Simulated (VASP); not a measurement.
# Mo (Fm-3m) in VASP: equation of state

How stiff is Mo in PBE, and what volume does it want? The cell is scaled to several volumes.

Program: VASP 6.6.1. These are calculated values, not measurements. Logs are shortened: lines on timing, memory, paths and dates and some standing lists are left out, and cuts for length are marked.

### 1 The structure

The structure is cubic, space group Fm-3m (No. 225). Conventional cell: a = 4.030 Å, b = 4.030 Å, c = 4.030 Å, α = 90.00°, β = 90.00°, γ = 90.00°. Mo (site symmetry m-3m) has 12 Mo at 2.85 Å as nearest neighbours.

This isn't the form of Mo at room conditions, which is bcc.

### 2 Equation of state, PBE, 15.38 Å³/atom (volume scaled by 0.94)

INCAR

```
SYSTEM = Mo
PREC = Accurate ; ENCUT = 520
EDIFF = 1E-7 ; ISMEAR = -1
SIGMA = 0.05 ; LREAL = .False.
LASPH = .True. ; NELM = 60
ALGO = Normal ; ISIF = 2
LWAVE = .False. ; LCHARG = .False.
GGA = PE ; NBANDS = 13
```

KPOINTS

```
regular mesh
0
Gamma
  11 11 11
  0 0 0
```

POSCAR

```
Mo
1.0
    0.0000000000      1.9738660091      1.9738660091
    1.9738660091      0.0000000000      1.9738660091
    1.9738660091      1.9738660091      0.0000000000
Mo
1
Direct
    0.0000000000      0.0000000000      0.0000000000
```

Potentials or basis: VASP PAW PBE potentials, release 64 (Mo_sv).

Started as:

```sh
$ cat potpaw_PBE.64/Mo_sv/POTCAR > POTCAR
$ mpirun -np 1 vasp_std > vasp.out
```

OUTCAR:

```text
SYSTEM = Mo
   PREC = Accurate
   ENCUT = 520
   EDIFF = 1E-7
   ISMEAR = -1
   LREAL = .False.
   LASPH = .True.
   NELM = 60
   ISIF = 2
   GGA = PE

 ion  position               nearest neighbor table
   1  0.000  0.000  0.000-

  LATTYP: Found a face centered cubic cell.
 ALAT       =     3.9477320182

  Lattice vectors:

 A1 = (   0.0000000000,   1.9738660091,   1.9738660091)
 A2 = (   1.9738660091,   0.0000000000,   1.9738660091)
 A3 = (   1.9738660091,   1.9738660091,   0.0000000000)

Analysis of symmetry for initial positions (statically):
=====================================================================
 Subroutine PRICEL returns:
 Original cell was already a primitive cell.

 Routine SETGRP: Setting up the symmetry group for a
 face centered cubic supercell.

 Subroutine GETGRP returns: Found 48 space group operations
 (whereof 48 operations were pure point group operations)
 out of a pool of 48 trial point group operations.

The static configuration has the point symmetry O_h .

Analysis of symmetry for dynamics (positions and initial velocities):
=====================================================================
 Subroutine PRICEL returns:
 Original cell was already a primitive cell.

 Routine SETGRP: Setting up the symmetry group for a
 face centered cubic supercell.

 Subroutine GETGRP returns: Found 48 space group operations
 (whereof 48 operations were pure point group operations)
 out of a pool of 48 trial point group operations.

The dynamic configuration has the point symmetry O_h .

 Subroutine INISYM returns: Found 48 space group operations
 (whereof 48 operations are pure point group operations),
 and found     1 'primitive' translations

----------------------------------------------------------------------------------------

                                     Primitive cell

  volume of cell :      15.3809

  direct lattice vectors                    reciprocal lattice vectors
     0.000000000  1.973866009  1.973866009    -0.253310001  0.253310001  0.253310001
     1.973866009  0.000000000  1.973866009     0.253310001 -0.253310001  0.253310001
     1.973866009  1.973866009  0.000000000     0.253310001  0.253310001 -0.253310001

  length of vectors
     2.791468080  2.791468080  2.791468080     0.438745791  0.438745791  0.438745791

  position of ions in fractional coordinates (direct lattice)
     0.000000000  0.000000000  0.000000000

  ion indices of the primitive-cell ions
   primitive index   ion index
                 1           1

----------------------------------------------------------------------------------------

 KPOINTS: regular mesh

Automatic generation of k-mesh.
 Grid dimensions read from file:
 generate k-points for:   11   11   11

 Generating k-lattice:

  Cartesian coordinates                     Fractional coordinates (reciprocal lattice)
    -0.023028182  0.023028182  0.023028182     0.090909091  0.000000000  0.000000000
     0.023028182 -0.023028182  0.023028182     0.000000000  0.090909091  0.000000000
     0.023028182  0.023028182 -0.023028182     0.000000000  0.000000000  0.090909091

  Length of vectors
     0.039885981  0.039885981  0.039885981

  Shift w.r.t. Gamma in fractional coordinates (k-lattice)
     0.000000000  0.000000000  0.000000000

 Subroutine IBZKPT returns following result:
 ===========================================

 Found     56 irreducible k-points:

 Following reciprocal coordinates:
            Coordinates               Weight
  0.000000  0.000000  0.000000      1.000000
  0.090909  0.000000  0.000000      8.000000
  0.181818  0.000000  0.000000      8.000000
  0.272727  0.000000  0.000000      8.000000
  0.363636  0.000000  0.000000      8.000000
  0.454545  0.000000  0.000000      8.000000
[... 42 lines left out ...]
 -0.363636  0.363636  0.090909     48.000000
 -0.272727  0.363636  0.090909     24.000000
 [... further k-points ...]
   k-points           NKPTS =     56   k-points in BZ     NKDIM =     56   number of bands    NBANDS=     13
   number of dos      NEDOS =    301   number of ions     NIONS =      1
   total plane-waves  NPLWV =  13824
   dimension x,y,z NGX =    24 NGY =   24 NGZ =   24
   dimension x,y,z NGXF=    48 NGYF=   48 NGZF=   48
   ions per type =               1
   NGX,Y,Z   is equivalent  to a cutoff of  14.29, 14.29, 14.29 a.u.
   NGXF,Y,Z  is equivalent  to a cutoff of  28.59, 28.59, 28.59 a.u.
 SYSTEM =  Mo
   PREC   = accura    normal or accurate (medium, high low for compatibility)
   ISTART =      0    job   : 0-new  1-cont  2-samecut
   ICHARG =      2    charge: 1-file 2-atom 10-const
   ISPIN  =      1    spin polarized calculation?
   LNONCOLLINEAR =      F non collinear calculations
   LSORBIT =      F    spin-orbit coupling
   LASPH  =      T    aspherical Exc in radial PAW
   ENCUT  =  520.0 eV  38.22 Ry    6.18 a.u.   5.19  5.19  5.19*2*pi/ulx,y,z
   NELM   =     60;   NELMIN=  2; NELMDL= -5     # of ELM steps
   EDIFF  = 0.1E-06   stopping-criterion for ELM
   LREAL  =      F    real-space projection
   EDIFFG = 0.1E-05   stopping-criterion for IOM
   NSW    =      0    number of steps for IOM
   IBRION =     -1    ionic relax: 0-MD 1-quasi-New 2-CG
   NFREE  =      0    steps in history (QN), initial steepest desc. (CG)
   ISIF   =      2    stress and relaxation
   ISYM   =      2    0-nonsym 1-usesym 2-fastsym
   POTIM  = 0.5000    time-step for ionic-motion
   TEBEG  =    0.0;   TEEND  =   0.0 temperature during run
   PSTRESS=    0.0 pullay stress
   NELECT =      14.0000    total number of electrons
   NUPDOWN=      -1.0000    fix difference up-down
   EMIN   =  10.00;   EMAX   =-10.00  energy-range for DOS
   EFERMI =   0.00;   METHOD = LEGACY
   ISMEAR =    -1;   SIGMA  =   0.05  broadening in eV -4-tet -1-fermi 0-gaus
   EFERMI_NEDOS =   21; number of points for ismear=-14 and -15
   IALGO  =     38    algorithm
   IMIX   =      4    mixing-type and parameters
     AMIX     =   0.40;   BMIX     =  1.00
     AMIX_MAG =   1.60;   BMIX_MAG =  1.00
  volume/ion in A,a.u.               =      15.38       103.80
  Fermi-wavevector in a.u.,A,eV,Ry     =   1.586560  2.998164 34.248214  2.517173
  Thomas-Fermi vector in A             =   2.685852
   LORBIT       =      0    0 simple, 1 ext, 2 COOP (PROOUT), +10 PAW based schemes
   GGA     = PE    functional components
[... 5 lines left out ...]
 non-spin polarized calculation
  energy-cutoff  :      520.00
  volume of cell :       15.38
 maximum number of plane-waves:       428
 NGX is ok and might be reduce to    24
   NGX = 11   NGY = 11   NGZ = 11

 number of electron      13.9999999 magnetization

 Free energy of the ion-electron system (eV)
  ---------------------------------------------------
  ext. energy  EPLUGINS =         0.00000000
  ---------------------------------------------------
  free energy    TOTEN  =       -10.48256755 eV

  energy without entropy =      -10.46948104  energy(sigma->0) =      -10.47602429

 E-fermi :  12.4273     XC(G=0): -13.4606

 val. band max:       12.4156958840   @ k =  -0.4545   0.1818   0.0909
 cond. band min:      12.4523152973   @ k =  -0.3636   0.1818   0.0000
 fundamental gap:      0.0366194134
 Fermi energy:        12.4272708529

 k-point     1 :       0.0000    0.0000    0.0000
  band No.  band energies     occupation
      1     -48.2584      2.00000
      2     -21.5103      2.00000
      3     -21.5103      2.00000
      4     -21.5103      2.00000
      5       5.5745      2.00000
      6      11.6591      2.00000
      7      11.6591      2.00000
      8      11.6591      2.00000
      9      14.4986      0.00000
     10      14.4986      0.00000
     11      25.5463      0.00000
     12      30.9983      0.00000
     13      30.9983      0.00000

 k-point     2 :       0.0909    0.0000    0.0000
  band No.  band energies     occupation
      1     -48.2378      2.00000
      2     -21.6359      2.00000
      3     -21.5258      2.00000
      4     -21.5258      2.00000
      5       5.9221      2.00000
      6      11.4277      2.00000
      7      11.8130      1.99999
      8      11.8130      1.99999
      9      14.3756      0.00000
     10      14.3756      0.00000
     11      26.2130      0.00000
     12      29.7134      0.00000
     13      31.6319      0.00000

 k-point     3 :       0.1818    0.0000    0.0000
  band No.  band energies     occupation
      1     -48.1820      2.00000
      2     -21.9654      2.00000
      3     -21.5673      2.00000
      4     -21.5673      2.00000
      5       6.8057      2.00000
      6      11.0263      2.00000
      7      12.0845      1.99790
      8      12.0845      1.99790
      9      14.2826      0.00000
     10      14.2826      0.00000
     11      27.1611      0.00000
     12      28.4399      0.00000
     13      33.3899      0.00000

 k-point     4 :       0.2727    0.0000    0.0000
  band No.  band energies     occupation
      1     -48.1081      2.00000
      2     -22.3820      2.00000
      3     -21.6211      2.00000
      4     -21.6211      2.00000
      5       7.6158      2.00000
      6      11.2267      2.00000
      7      12.0183      1.99944
      8      12.0183      1.99944
      9      14.7989      0.00000
     10      14.7989      0.00000
     11      25.7730      0.00000
     12      29.3055      0.00000
     13      35.9414      0.00000

 k-point     5 :       0.3636    0.0000    0.0000
  band No.  band energies     occupation
      1     -48.0392      2.00000
      2     -22.7517      2.00000
      3     -21.6699      2.00000
      4     -21.6699      2.00000
      5       7.7547      2.00000
      6      11.7075      2.00000
      7      11.7075      2.00000
      8      12.5238      0.25336
      9      15.7844      0.00000
     10      15.7844      0.00000
     11      24.6611      0.00000
     12      27.6840      0.00000
     13      33.9726      0.00000

 k-point     6 :       0.4545    0.0000    0.0000
  band No.  band energies     occupation
      1     -47.9979      2.00000
      2     -22.9661      2.00000
      3     -21.6987      2.00000
      4     -21.6987      2.00000
      5       7.6467      2.00000
      6      11.4875      2.00000
      7      11.4875      2.00000
      8      13.8981      0.00000
      9      16.5708      0.00000
     10      16.5708      0.00000
     11      24.1792      0.00000
     12      25.6133      0.00000
     13      32.1572      0.00000

 k-point     7 :       0.0909    0.0909    0.0000
  band No.  band energies     occupation
      1     -48.2309      2.00000
      2     -21.6325      2.00000
      3     -21.5535      2.00000
      4     -21.5535      2.00000
      5       6.0383      2.00000
      6      11.2280      2.00000
      7      11.9417      1.99988
      8      11.9417      1.99988
      9      13.9981      0.00000
     10      14.6434      0.00000
     11      26.4523      0.00000
     12      30.1816      0.00000
     13      31.3273      0.00000
[... 449 lines left out ...]
 k-point    36 :      -0.4545    0.4545    0.0000
  band No.  band energies     occupation
      1     -47.9057      2.00000
      2     -22.8611      2.00000
      3     -22.0936      2.00000
      4     -22.0219      2.00000
      5       7.3745      2.00000
      6       8.0921      2.00000
      7      15.1761      0.00000
      8      16.2614      0.00000
      9      17.1827      0.00000
     10      19.0348      0.00000
     11      24.5040      0.00000
     12      25.8876      0.00000
     13      27.4870      0.00000

 k-point    37 :       0.2727    0.1818    0.0909
  band No.  band energies     occupation
      1     -48.1368      2.00000
      2     -22.0963      2.00000
      3     -21.7202      2.00000
      4     -21.6108      2.00000
      5       7.5535      2.00000
      6      10.3240      2.00000
      7      12.1193      1.99578
      8      12.7771      0.00183
      9      13.4395      0.00000
     10      15.2636      0.00000
     11      28.2098      0.00000
     12      29.2029      0.00000
     13      32.0280      0.00000

 k-point    38 :       0.3636    0.1818    0.0909
  band No.  band energies     occupation
      1     -48.0705      2.00000
      2     -22.4033      2.00000
      3     -21.8290      2.00000
      4     -21.6597      2.00000
      5       8.3992      2.00000
      6      10.2556      2.00000
      7      11.5090      2.00000
      8      12.8740      0.00026
      9      14.1204      0.00000
     10      16.3594      0.00000
     11      27.0976      0.00000
     12      30.0224      0.00000
     13      32.1837      0.00000

 k-point    39 :       0.4545    0.1818    0.0909
  band No.  band energies     occupation
      1     -48.0089      2.00000
      2     -22.6902      2.00000
      3     -21.9004      2.00000
      4     -21.7204      2.00000
      5       8.5476      2.00000
      6      10.8016      2.00000
      7      11.3179      2.00000
      8      12.5579      0.13656
      9      15.3998      0.00000
     10      17.6899      0.00000
     11      25.5730      0.00000
     12      28.2196      0.00000
     13      31.0524      0.00000

 k-point    40 :      -0.4545    0.1818    0.0909
  band No.  band energies     occupation
      1     -47.9719      2.00000
      2     -22.8601      2.00000
      3     -21.9331      2.00000
      4     -21.7633      2.00000
      5       8.4486      2.00000
      6      10.5184      2.00000
      7      12.2125      1.97309
      8      12.4157      1.11524
      9      16.3370      0.00000
     10      18.7994      0.00000
     11      23.8815      0.00000
     12      27.2127      0.00000
     13      30.7308      0.00000

 [... further k-points ...]

------------------------ aborting loop because EDIFF is reached ----------------------------------------

  FORCE on cell =-STRESS in cart. coord.  units (eV):
  Direction    XX          YY          ZZ          XY          YZ          ZX
  --------------------------------------------------------------------------------------
  -------------------------------------------------------------------------------------
  Total        1.0816068      1.0816068      1.0816068      0.0000000     -0.0000000      0.0000000
  in kB      112.6670717    112.6670717    112.6670717      0.0000000     -0.0000000      0.0000000
  external PRESSURE =     112.6670717 kB  Pullay stress =       0.0000000 kB

 VOLUME and BASIS-vectors are now :
 -----------------------------------------------------------------------------
  energy-cutoff  :      520.00
  volume of cell :       15.38
      direct lattice vectors                 reciprocal lattice vectors
     0.000000000  1.973866009  1.973866009    -0.253310001  0.253310001  0.253310001
     1.973866009  0.000000000  1.973866009     0.253310001 -0.253310001  0.253310001
     1.973866009  1.973866009  0.000000000     0.253310001  0.253310001 -0.253310001

 POSITION                                       TOTAL-FORCE (eV/Angst)
 -----------------------------------------------------------------------------------
      0.00000      0.00000      0.00000         0.000000      0.000000      0.000000
 -----------------------------------------------------------------------------------
    total drift:                                0.000000      0.000000     -0.000000

  FREE ENERGIE OF THE ION-ELECTRON SYSTEM (eV)
  ---------------------------------------------------
  free  energy   TOTEN  =       -10.4825675462 eV

  energy  without entropy=      -10.4694810351  energy(sigma->0) =      -10.47602429
```

It used 6.9 s of CPU time on 1 thread of Intel(R) Xeon(R) Platinum 8559C (Emerald Rapids), on a shared host, which was overloaded at the time.

What came out:

- Free energy: -10.4826 eV
- Pressure: 11.3 GPa
- Band gap on the k mesh: none (metal or under the smearing width)

### 3 Equation of state, PBE, 15.71 Å³/atom (volume scaled by 0.96)

INCAR

```
SYSTEM = Mo
ALGO     = Normal         ! electronic algorithm
EDIFF    = 1E-7           ! SCF threshold, eV
ENCUT    = 520            ! plane-wave cutoff, eV
GGA      = PE             ! functional
ISIF     = 2              ! what is computed and relaxed
ISMEAR   = -1             ! smearing method
LASPH    = .TRUE.         ! aspherical terms in the spheres
LCHARG   = .FALSE.        ! write CHGCAR
LREAL    = .FALSE.        ! projectors in reciprocal space
LWAVE    = .FALSE.        ! write WAVECAR
NBANDS   = 13             ! bands
NELM     = 60             ! most SCF steps
PREC     = Accurate       ! precision mode
SIGMA    = 0.05           ! smearing width, eV
```

KPOINTS

```
k-points
0
G
  11 11 11
  0 0 0
```

POSCAR

```
Mo
1.0
    0.0000000000      1.9877669319      1.9877669319
    1.9877669319      0.0000000000      1.9877669319
    1.9877669319      1.9877669319      0.0000000000
Mo
1
Direct
    0.0000000000      0.0000000000      0.0000000000
```

Potentials or basis: VASP PAW PBE potentials, release 64 (Mo_sv).

Started as:

```sh
$ cat potpaw_PBE.64/Mo_sv/POTCAR > POTCAR
$ mpirun -np 1 vasp_std > vasp.out
```

It used 6.2 s of CPU time on 1 thread of Intel(R) Xeon(R) Platinum 8559C (Emerald Rapids), with other jobs on the host, which was overloaded at the time.

Results (log left out):

```yaml
Free_energy: -10.4999 eV
Pressure: 5.7 GPa
Band_gap_on_the_k_mesh: none (metal or under the smearing width)
```

[end of part 1 of 2]
